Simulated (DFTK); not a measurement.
## CaO in DFTK: convergence with smearing width

Crystal: CaO.

```
CELL_PARAMETERS angstrom
-0.00318 2.34660 2.38988
2.40463 -0.01186 2.39856
2.43678 2.38744 -0.04401
ATOMIC_POSITIONS crystal
Ca 0.00000 0.00000 0.00000
O 0.50000 0.50000 0.50000
```

The cell is a database's computed one.

The cell isn't the ideal one: cell strained at random.

| Item | Value |
| --- | --- |
| Program | DFTK 0.8.2 |
| Task | convergence study |
| Functional | PBE |
| Potentials or basis | dojo.nc.sr.pbe.v0_5.stringent.upf (PBE) |
| Cutoff | 1252 eV |
| k mesh | 4 × 4 × 4 |
| Occupations | fermi-dirac, width 0.5 eV |
| Spin | no spin polarisation |

These are the settings of the first run; the series varies smearing width, with any setting tied to it.

Hardware: 1 thread of Intel(R) Xeon(R) 6975P-C (Granite Rapids) (shared host).

Task: The values tried are 0.5 eV, 0.3 eV, 0.2 eV, 0.1 eV, 0.05 eV, 0.025 eV, 0.01 eV, loosest first. From which on does the gap on the mesh stay within 0.01 eV of the tightest run that finished?

Result: From 0.3 eV on.

| smearing width | energy less the tightest run, at zero smearing (meV/atom) | pressure (GPa) | gap on the mesh (eV) | SCF cycles |
| --- | --- | --- | --- | --- |
| 0.5 eV | 9.75 | 1.54 | 3.571 | 11 |
| 0.3 eV | 0.46 | 1.47 | 3.552 | 11 |
| 0.2 eV | 0.02 | 1.47 | 3.551 | 11 |
| 0.1 eV | 0.00 | 1.47 | 3.551 | 11 |
| 0.05 eV | 0.00 | 1.47 | 3.551 | 11 |
| 0.025 eV | 0.00 | 1.47 | 3.551 | 13 |
| 0.01 eV | 0.00 | 1.47 | 3.551 | 18 |

Against the tightest run, the energy stays within 1 meV/atom from 0.3 eV on; the pressure stays within 0.1 GPa from 0.5 eV on. The tightest run that finished is the yardstick and may itself not be fully converged.

Caveat, for the tightest run too: the k mesh is coarse (spacing up to 0.57 Å⁻¹), so the values aren't converged.
